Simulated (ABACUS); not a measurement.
The system is La.

```
CELL_PARAMETERS angstrom
3.75000 0.00000 0.00000
-1.87500 3.24760 0.00000
0.00000 0.00000 6.07000
ATOMIC_POSITIONS crystal
La 0.66667 0.33333 0.75000
La 0.33333 0.66667 0.25000
```

This isn't the form of La at room conditions, which is double hcp.

| Item | Value |
| --- | --- |
| Program | ABACUS 3.10.1 |
| Task | relaxation of cell and atoms |
| Functional | PBE |
| Dispersion | D3(BJ) |
| Potentials or basis | PseudoDojo NC SR 0.4.1 PBE standard |
| Cutoff | 1510 eV |
| Density cutoff | 6041 eV |
| Basis | plane waves |
| k mesh | 6 × 6 × 4 |
| Occupations | fermi-dirac, width 0.05 eV |
| Spin | no spin polarisation |

At the start: pressure -1.3 GPa; volume 36.96 Å³/atom.

Problem. Where does the relaxation end?

Solution. Over 5 steps the energy falls by 8.4 meV/atom and the volume is 34.96 Å³/atom (-5.4 %); space group P6_3/mmc (No. 194, to 0.05 Å).

Step by step:
```
step  energy change (eV)  largest force (eV/Å)  pressure (GPa)  volume (Å³)
   1              0.0000                0.0000           -1.29        73.92
   2             -0.0161                0.0000           -0.25        70.66
   3             -0.0168                0.0000            0.00        69.90
   4             -0.0169                0.0000            0.01        69.91
   5             -0.0169                0.0000           -0.01        69.92
```

Final structure:
```yaml
crystal:
  lattice:
    - [3.67075, 0.00000, 0.00000]
    - [-1.83537, 3.17896, 0.00000]
    - [0.00000, 0.00000, 5.99161]
  atoms:
    - { symbol: La, position: [0.66667, 0.33333, 0.75000] }
    - { symbol: La, position: [0.33333, 0.66667, 0.25000] }
```

Caveat: pairwise dispersion overbinds metals, which lowers pressure and volume.
